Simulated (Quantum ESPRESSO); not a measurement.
BP, 2 atoms in the cell. The structure is cubic, space group F-43m (No. 216). The conventional cell has a = 4.538 Å, b = 4.538 Å, c = 4.538 Å, α = 90.00°, β = 90.00°, γ = 90.00°. P (site symmetry -43m) is surrounded by 4 B at 1.97 Å. B (site symmetry -43m) is surrounded by 4 P at 1.97 Å. 

```yaml
Program: Quantum ESPRESSO 7.5
Task: phonons
Functional: PBE
Potentials_or_basis: GBRV 1.5 PBE
Cutoff: 612 eV
Density_cutoff: 4898 eV
k_mesh: 8 × 8 × 8, shifted
Occupations: fermi-dirac, width 0.05 eV
Spin: no spin polarisation
Mixing_beta: 0.5
Most_SCF_iterations: 120
SCF_threshold: 4e-10 Ry
```

Potentials or basis: GBRV 1.5 PBE.

Run with:

```bash
$ OMP_NUM_THREADS=1 pw.x -in pw.in > pw.out
$ OMP_NUM_THREADS=1 pw.x -in scf2.in > scf2.out
$ OMP_NUM_THREADS=1 ph.x -in ph.in > ph.out
$ OMP_NUM_THREADS=1 dynmat.x -in dynmat.in > dynmat.out
$ OMP_NUM_THREADS=1 dynmat.x -in dynmat_lo.in > dynmat_lo.out
```

Hardware: 1 thread of Intel(R) Xeon(R) Processor @ 2.50GHz (Skylake/Cascade Lake), with other jobs on the host.

Question: How long does it take, and how much memory?

Answer: It took 3.4 min on 1 thread of Intel(R) Xeon(R) Processor @ 2.50GHz (Skylake/Cascade Lake), on a shared host, peak memory 0.11 GiB. Counts: scf iterations 12, k pools 1, bands 9, k points 60, g dense 18149.
